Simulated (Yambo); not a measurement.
# TePb (Fm-3m) in Yambo: a series of runs, part 2 of 2

Yambo 5.3.0. The steps go on from the part before.

## Step 4: Optical spectrum by the Bethe-Salpeter equation, PBEsol

File bse2.in:

```
optics
bse
bss
rim_cut
em1s
RandQpts= 1000000
RandGvec= 50 RL
Chimod= "HARTREE"
% BndsRnXs
 1 | 40 |
%
NGsBlkXs= 5 Ry
% LongDrXs
 1 | 0 | 0 |
%
BSKmod= "SEX"
BSEmod= "retarded"
BSSmod= "d"
% BSEQptR
 1 | 1 |
%
% BSEBands
 14 | 17 |
%
BSENGexx= 20 Ry
BSENGBlk= 5 Ry
% BEnRange
 0 | 20 | eV
%
% BDmRange
 0.1 | 0.1 | eV
%
BEnSteps= 200
% BLongDir
 1 | 0 | 0 |
%
BSEprop= "abs"
WRbsWF
% KfnQP_E
 0.35 | 1.0 | 1.0 |
%
```

File scf.in:

```
&CONTROL
  calculation = 'scf'
  prefix = 'pwscf'
  outdir = './tmp'
  pseudo_dir = './pseudo'
/
&SYSTEM
  ibrav = 0
  nat = 2
  ntyp = 2
  ecutwfc = 80
  nbnd = 22
  occupations = 'smearing'
  smearing = 'fd'
  degauss = 0.00367493
  force_symmorphic = .true.
/
&ELECTRONS
  conv_thr = 4d-10
  electron_maxstep = 120
  mixing_beta = 0.5
/
ATOMIC_SPECIES
Pb   207.2000 Pb.upf
Te   127.6000 Te.upf
CELL_PARAMETERS angstrom
   0.0000000000    3.2310000000    3.2310000000
   3.2310000000    0.0000000000    3.2310000000
   3.2310000000    3.2310000000    0.0000000000
ATOMIC_POSITIONS crystal
Pb     0.0000000000    0.0000000000    0.0000000000
Te     0.5000000000    0.5000000000    0.5000000000
K_POINTS automatic
8 8 8 0 0 0
```

File nscf.in:

```
&CONTROL
  calculation = 'nscf'
  prefix = 'pwscf'
  outdir = './tmp'
  pseudo_dir = './pseudo'
/
&SYSTEM
  ibrav = 0
  nat = 2
  ntyp = 2
  ecutwfc = 80
  nbnd = 75
  occupations = 'fixed'
  force_symmorphic = .true.
/
&ELECTRONS
  conv_thr = 1d-08
  diago_full_acc = .true.
  diago_thr_init = 1d-06
/
ATOMIC_SPECIES
Pb   207.2000 Pb.upf
Te   127.6000 Te.upf
CELL_PARAMETERS angstrom
   0.0000000000    3.2310000000    3.2310000000
   3.2310000000    0.0000000000    3.2310000000
   3.2310000000    3.2310000000    0.0000000000
ATOMIC_POSITIONS crystal
Pb     0.0000000000    0.0000000000    0.0000000000
Te     0.5000000000    0.5000000000    0.5000000000
K_POINTS automatic
4 4 4 0 0 0
```

Potentials or basis: PseudoDojo 0.4.1 SR PBEsol standard.

The run is started by

```bash
OMP_NUM_THREADS=1 pw.x -in scf.in > scf.out
OMP_NUM_THREADS=1 pw.x -in nscf.in > nscf.out
cd tmp/pwscf.save; p2y; mv SAVE ../..; cd ../..
OMP_NUM_THREADS=1 yambo
mkdir -p bse2; ln -s $PWD/g0w00/ndb.RIM bse2/
OMP_NUM_THREADS=1 yambo -F bse2.in -J bse2 -C bse2_out
OMP_NUM_THREADS=1 ypp -J bse2 -C bse2_out -e s -b 1
```

Yambo's report:

```text
[... sections 02.01 to 02.04 as in the set-up run ...]

[... 5 lines left out ...]
  [X] Bosonic    Temperature                        :  0.000000  0.000000 [eV K]
  [X] Finite Temperature mode                       : no
  [X] El. density                                   :  0.44471E+24 [cm-3]
  [X] Fermi Level                                   :  8.866157 [eV]

  [X] === Gaps and Widths ===
  [X] Conduction Band Min                           :  0.670360 [eV]
  [X] Valence Band Max                              :  0.000000 [eV]
  [X] Filled Bands                                  :  15
  [X] Empty Bands                                   :   16   75
  [X] Direct Gap                                    :  0.670360 [eV]
  [X] Direct Gap localized at k                     :  3
  [X] Indirect Gap                                  :  0.670360 [eV]
  [X] Indirect Gap between kpts                     :  3  3
  [X] Last valence band width                       :  2.794884 [eV]
  [X] 1st conduction band width                     :  3.413149 [eV]

 [03] Transferred momenta grid and indexing
 ==========================================

 [BZ sampling] Q-grid is User defined and/or read from the database

 IBZ Q-points                                      :   8
 BZ  Q-points                                      :   64

 K/Q-points units:
 rlu = crystal or reduced units; cc = cartesian coordinates; iku = interal k-units

 Q [1]          [rlu]:  0.000000  0.000000  0.000000
 Q [2]          [rlu]:  0.12654E-17  0.12654E-17  0.25000
 Q [3]          [rlu]: -0.25308E-17 -0.25308E-17 -0.50000
 Q [4]          [rlu]: -0.72382E-17  0.25000      0.25000
 Q [5]          [rlu]:  0.96551E-17  0.25000      0.50000
 Q [6]          [rlu]: -0.25308E-17  0.25000     -0.25000
 Q [7]          [rlu]:  0.14476E-16 -0.50000     -0.50000
 Q [8]          [rlu]:  0.250000 -0.500000 -0.250000

  [03.01] X + BSE indexes
  =======================

   [03.01.01] Sigma indexes
   ========================

   [WR./SAVE//ndb.kindx]-----------------------------------------------------------
    Fragmentation                                    : no
    Polarization last K ( bz)                        :   64
    Polarization last K (ibz)                        :   8
    QP states                                        :   1   8
    X grid is uniform                                : yes
    Grids (string)                                   :  X B S
    Grids (int-vector)                               :  1  1  0  1

 [04] Coloumb potential Random Integration (RIM)
 ===============================================

 Summary of Coulomb integrals for non-metallic bands |Q|[au] RIM/Bare

 Q [1] 0.100000E-4 0.995998 * Q [2] 0.222800 1.064860
 Q [4] 0.257267 1.063764 * Q [6] 0.363830 1.026684
 Q [5] 0.426629 1.019317 * Q [3] 0.445599 1.017217
 Q [7] 0.514534 1.013693 * Q [8] 0.575266 1.010740

 [WARNING] [Xs] User bands 1-40 break level degeneracy

 [WARNING] [BS] User bands 14-17 break level degeneracy

 [05] External/Internal QP corrections
 =====================================

 [QP_apply] Action to be applied: USER defined scissor

  [05.01]  QP corrections report
  ==============================

  [K+QP] === General ===
  [K+QP] Electronic Temperature                     :  0.000000  0.000000 [eV K]
  [K+QP] Bosonic    Temperature                     :  0.000000  0.000000 [eV K]
  [K+QP] Finite Temperature mode                    : no
  [K+QP] El. density                                :  0.44471E+24 [cm-3]
  [K+QP] Fermi Level                                :  0.000000 [eV]

  [K+QP] === Gaps and Widths ===
[... 128 lines left out ...]
 [X-CG] R(p) Tot o/o(of R):   3150  24000    100

 [08] Bethe Salpeter Equation driver
 ===================================

  [08.01] Bethe Salpeter Equation @q1
  ===================================

   [08.01.01] Transition pre-analysis @q1
   ======================================

   [08.01.02] Transition Groups build-up @q1
   =========================================

   [BSK] Transition groups (total):   8
   [BSK] Size (resonant):  256
   [BSK]         (total):  256
   [BSK] N. of matrices :  1

   [08.01.03] Loading Dipoles @q1
   ==============================

   [08.01.04] Independent Particles properties @q1
   ===============================================

   [08.01.05] BSE Kernel @q1 (Resonant CORRRELATION EXCHANGE)
   ==========================================================

   [BSE] Exchange components :   725
   [BSE] Correlation components :    89   387

    [08.01.05.01] Screened interaction header I/O
    =============================================

    [08.01.05.02] Main kernel loop
    ==============================

    [WR./bse2//ndb.BS_Q1_CPU_0]-----------------------------------------------------
     Brillouin Zone Q/K grids (IBZ/BZ)                :    8   64    8   64
     RL vectors                                       :   6615 [WF]
     Coulomb cutoff potential                         : none
     Parallel CPUs
     Parallel Roles
     Fragmentation                                    : no
     BS kernel          wavefunctions                 : Perdew, Burke & Ernzerhof SOL(X)+Perdew, Burke & Ernzerhof SOL(C)
     Static diel. fun.  energies                      : Perdew, Burke & Ernzerhof SOL(X)+Perdew, Burke & Ernzerhof SOL(C)
     wavefunctions                                    : Perdew, Burke & Ernzerhof SOL(X)+Perdew, Burke & Ernzerhof SOL(C)
     [K] Identifier                                   :   4881
     [K] Dimension                                    :  256
     [K] Bands                                        :  14  17
     [K] Exchange                                     : yes [res]
     [K] Correlation                                  : yes [res]
     [K] Kernel`s coupling                            : no
     [K] Exchange                                     : no [cpl]
     [K] Correlation                                  : no [cpl]
     [K] W interaction is bare                        : no
     [K] ALDA kernel in R-space                       : no
     [K] RL vectors                                   :   725 [exchange]
     [K] RL vectors                                   :   89 [correlation]
     [K] E/h energy range                             : -1.000000 -1.000000 [eV]
     [K] Coupling range                               :  100.0000  100.0000 [o/o]
     [W] Interaction is diagonal                      : no
     [W] Matrix size                                  :   89
     [W] Bands                                        :    1   40
     [W] e/h energy range                             : -1.000000 -1.000000 [eV]
     [W] Poles                                        :  100.0000 [o/o]
     [W] RL vectors in the sum                        :   6615
     [W] [r,Vnl] included                             : yes
     [W] Field direction                              :  0.100000E-4   0.00000      0.00000
     [W] Coulomb Cutoff                               : none
     [W] Hxc Kernel                                   : HARTREE
     [RIM] RL components                              :   51 [col]
     [RIM] Random points                              :  1000000 [col]
     [SOC] Perturbative SOC                           : no
     [K] Kernel long-range exchange                   : BAR

    [08.01.05.03] Wave-Function Phases
    ==================================

    [BSE] WF phases found       :  51.69271 [o/o]

   [08.01.06] BSE solver(s) @q1
   ============================

   [08.01.07] Diago Solver @q1
   ===========================

   [WR./bse2//ndb.BS_diago_Q1]-----------------------------------------------------
    BS kernel          energies                      : Perdew, Burke & Ernzerhof SOL(X)+Perdew, Burke & Ernzerhof SOL(C)+ user defined corrections @E
    [K] Identifier                                   :   4881
    [K] Dimension                                    :  256
    [K] Bands                                        :  14  17
    [K] Exchange                                     : yes [res]
    [K] Correlation                                  : yes [res]
    [K] Kernel`s coupling                            : no
    [K] Exchange                                     : no [cpl]
    [K] Correlation                                  : no [cpl]
    [K] W interaction is bare                        : no
    [K] ALDA kernel in R-space                       : no
    [K] RL vectors                                   :   725 [exchange]
    [K] RL vectors                                   :   89 [correlation]
    [K] E/h energy range                             : -1.000000 -1.000000 [eV]
    [K] Coupling range                               :  100.0000  100.0000 [o/o]
    [W] Interaction is diagonal                      : no
    [W] Matrix size                                  :   89
    [W] Bands                                        :    1   40
    [W] e/h energy range                             : -1.000000 -1.000000 [eV]
    [W] Poles                                        :  100.0000 [o/o]
    [W] RL vectors in the sum                        :   6615
    [W] [r,Vnl] included                             : yes
    [W] Field direction                              :  0.100000E-4   0.00000      0.00000
    [W] Coulomb Cutoff                               : none
    [W] Hxc Kernel                                   : HARTREE
    [RIM] RL components                              :   51 [col]
    [RIM] Random points                              :  1000000 [col]
    [SOC] Perturbative SOC                           : no
    [K] Kernel long-range exchange                   : BAR
    [BSS] Eigenstates included                       : yes
    [BSS] Field direction                            :  0.100000E-4   0.00000      0.00000
    [BSS] Eigenstates computed                       :  256
    [BSS] Number of BSE matrices                     :  1
```

Wall time 2 min (1 thread of Intel Xeon Platinum 8488C (Sapphire Rapids), shared host); peak memory 0.35 GiB.

Results:

```yaml
Band_gap_on_the_k_mesh_mean-field_level: 0.67 eV, direct
Exciton_binding_energy: 0.03 eV
Lowest_exciton_energy: 0.99 eV
Lowest_bright_exciton_energy: 0.99 eV
```

Dielectric function (along the field direction of the input):
```csv
energy (eV),real part,imaginary part
0.30,24.04,0.57
1.31,33.38,9.99
2.31,-11.92,58.78
3.32,-15.01,6.38
4.42,-6.10,1.51
5.43,0.49,2.14
6.43,-3.70,3.86
7.54,-1.60,0.12
8.54,-0.77,0.06
9.55,-0.49,0.08
10.65,-0.08,0.02
11.66,0.12,0.02
12.66,0.27,0.01
13.77,0.39,0.01
14.77,0.48,0.01
15.78,0.54,0.01
16.88,0.60,0.00
17.89,0.65,0.00
18.89,0.69,0.00
20.00,0.72,0.00
```

Lowest exciton energies (eV): 0.99, 0.99, 0.99, 0.99, 1.55, 1.55, 1.56, 1.57

Excitons:
```tsv
energy (eV)	strength (relative to the strongest)
0.990	2.1e-11
0.993	1e-06
0.993	0.31
0.993	3.7e-05
1.548	7.7e-10
1.553	0.82
1.556	3.7e-07
1.565	2.4e-13
1.834	1.3e-10
1.842	0.36
1.845	4.8e-07
1.851	2.1e-13
```

Caveat: the k mesh is coarse (spacing up to 0.42 Å⁻¹), so the values aren't converged; the scissor is the correction of the direct gap in an earlier G0W0 run on the same states; exciton energies and binding change strongly with the k mesh and aren't converged on this one; spectra need much finer meshes, so this one isn't converged; spin-orbit coupling is left out, which as a rule narrows the gap of such compounds by several tenths of an eV. A k mesh can miss the band edges.
